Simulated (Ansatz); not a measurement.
# BaTiO3: equation of state with r2SCAN

BaTiO3:

```
Ba Ti O
1.0
     3.99980    0.00000    0.00000
     0.00000    3.99980    0.00000
     0.00000    0.00000    4.01800
Ba Ti O
1 1 3
Direct
  0.00000 0.00000 0.00000
  0.50000 0.50000 0.49000
  0.00000 0.50000 0.51700
  0.50000 0.00000 0.51700
  0.50000 0.50000 0.01900
```

```
Program             : Ansatz 0.2.0
Task                : equation of state
Functional          : r2SCAN
Potentials or basis : Ansatz PAW
Cutoff              : 500 eV
Density cutoff      : 2000 eV
k mesh              : 7 × 7 × 7
Occupations         : fermi-dirac, width 0.05 eV
Spin                : spin-orbit coupling, no magnetisation
```

```
Equilibrium volume                        : 12.80 Å³/atom
Bulk modulus at fixed shape and positions : 179 GPa
Pressure derivative of the bulk modulus   : 4.5
```

Energy against volume, from the lowest point:
```
volume (Å³/atom)  energy (meV/atom)
          12.085              24.63
          12.342               9.63
          12.599               1.67
          12.856               0.00
          13.113               3.97
          13.371              12.99
          13.628              26.55
```

All runs of the series together: 3.6 min on 2 threads of Intel(R) Xeon(R) CPU @ 2.60GHz (Ice Lake), on a shared host.

Caveat: the cell was scaled at fixed shape and fractional positions, which overstates the stiffness of a crystal with free parameters, most of all of layers and chains; the PAW data sets were made with another functional, which shifts forces and pressure a little.
